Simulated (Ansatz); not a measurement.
Input and command of a plane-wave DFT calculation in Ansatz:

```yaml
crystal:
  lattice:
    - [3.077985293, 0.0, 0.0]
    - [-1.5389926465, 2.6656134562, 0.0]
    - [0.0, 0.0, 3.2503143395]
  atoms:
    - { symbol: Mo, position: [0.0, 0.0, 0.0] }
    - { symbol: P, position: [0.3333333333, 0.6666666667, 0.5] }
basis:
  ecutwfc: 420
kpoints:
  mp_grid: { grid: [18, 18, 16] }
hamiltonian:
  xc: pbesol
scf:
  occupations: { method: gaussian, width: 0.1 }
output:
  forces: true
  stress: true
  eigenvalues: true
relax:
  adjacent_minimum: "off"
  f_tol: 0.008
  max_steps: 40
  cell: { stress_tol: 0.015, fix: [a, b, gamma] }
```

```bash
ansatz run input.yaml --threads 1 --pin off --max-ram 2560MiB --backend cpu --events-out ev --progress --plain --runs-dir out
```

Processor: Arm Neoverse V2, 1 thread, on a host shared with other jobs.

Question: How long does it run, and how much memory does it take?

Answer: About 52 s on 1 thread of Arm Neoverse V2 (shared host), peak memory 0.44 GiB. It solves 14 bands at 333 k points (the mesh reduced by the symmetry that the task leaves, which can be less than the crystal's) with about 551 plane waves (on the last cell), in 26 SCF iterations over 4 ionic steps.
